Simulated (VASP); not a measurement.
A run of VASP 6.6.1:

Contents of INCAR:

```
SYSTEM = As2Pt
ALGO = Normal ; EDIFF = 1E-6
EDIFFG = -0.01 ; ENCUT = 300
GGA = PE ; IBRION = 2
ISIF = 3 ; ISMEAR = 0
LASPH = .TRUE. ; LCHARG = .FALSE.
LREAL = .FALSE. ; LWAVE = .FALSE.
NELM = 80 ; NSW = 90
PREC = Accurate ; SIGMA = 0.03
```

File KPOINTS:

```
k-points
0
G
  3 3 3
  0 0 0
```

The input POSCAR:

```
As2Pt
1.0
    5.9665000000      0.0000000000      0.0000000000
    0.0000000000      5.9665000000      0.0000000000
    0.0000000000      0.0000000000      5.9665000000
As Pt
8 4
Direct
    0.3830000000      0.3830000000      0.3830000000
    0.1170000000      0.6170000000      0.8830000000
    0.8830000000      0.1170000000      0.6170000000
    0.6170000000      0.8830000000      0.1170000000
    0.6170000000      0.6170000000      0.6170000000
    0.8830000000      0.3830000000      0.1170000000
    0.1170000000      0.8830000000      0.3830000000
    0.3830000000      0.1170000000      0.8830000000
    0.0000000000      0.0000000000      0.0000000000
    0.5000000000      0.0000000000      0.5000000000
    0.5000000000      0.5000000000      0.0000000000
    0.0000000000      0.5000000000      0.5000000000
```

Potentials or basis: VASP PAW PBE potentials, release 64 (As, Pt).

Launch:

```sh
$ cat potpaw_PBE.64/As/POTCAR potpaw_PBE.64/Pt/POTCAR > POTCAR
$ mpirun -np 4 vasp_std > vasp.out
```

Hardware: 4 MPI ranks on Intel(R) Xeon(R) Platinum 8488C (Sapphire Rapids), on a shared host.

Estimate the wall time of this run.

It took 22 s on 4 MPI ranks on Intel(R) Xeon(R) Platinum 8488C (Sapphire Rapids), on a shared host, peak memory 0.14 GiB a rank. Counts: scf iterations 47, k points 4, ion steps 6.
